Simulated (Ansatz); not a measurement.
Calculated field gradients at the nuclei for H₃OF

The cell is a COD entry, its atoms then relaxed with PBE in this cell.

Space group Pnma (No. 62); a = 6.2100, b = 4.1720, c = 6.1950 Å.

```
site  Wyckoff  site symmetry       x       y       z
  H1       8d              1  0.3883  0.4540  0.2647
  H9       4c            .m.  0.3027  0.2500  0.0476
   O       4c            .m.  0.4138  0.2500  0.1728
   F       4c            .m.  0.3518  0.7500  0.3771
```

One atom of each set is listed.

Level of theory: DFT, PBE, plane waves and PAW, scalar-relativistic, 420 eV cutoff, Γ-centred 4×5×4 k-points, Fermi–Dirac smearing 0.02 eV (Ansatz 0.2.0).

Conventions: |V_zz| ≥ |V_yy| ≥ |V_xx|, η = (V_xx − V_yy)/V_zz, C_Q = eQV_zz/h.

²H: I = 1, Q = 2.858 mb; O-17: I = 5/2, Q = -25.58 mb. Quadrupole moments are those of Pyykkö's year-2017 table.

| site | atoms | first shell | V_xx, V_yy, V_zz (10²¹ V/m²) | η | C_Q (MHz) |
| --- | --- | --- | --- | --- | --- |
| H1 | 8 | 1 O at 1.04 Å; also 1 F at 1.44 Å | -0.80, -1.09, 1.89 | 0.15 | 0.130 |
| H9 | 4 | 1 O at 1.04 Å; also 1 F at 1.43 Å | -0.75, -1.09, 1.84 | 0.18 | 0.127 |
| O | 4 | 3 H at 1.04 Å | 5.61, 6.01, -11.62 | 0.03 | 7.18 |
| F | 4 | 3 O at 2.46–2.47 Å; also 3 H at 1.43–1.44 Å, 1 O at 3.15 Å, 2 F at 3.17 Å | 3.33, 3.54, -6.87 | 0.03 | – |

At H1 and H9 V_zz points along its bond to O (within 2°) in each case. At O and F V_zz stands upright on the plane through its three neighbours (within 1°) in each case.

F has no stable isotope with a ground-state quadrupole moment in the table, so no C_Q is given.
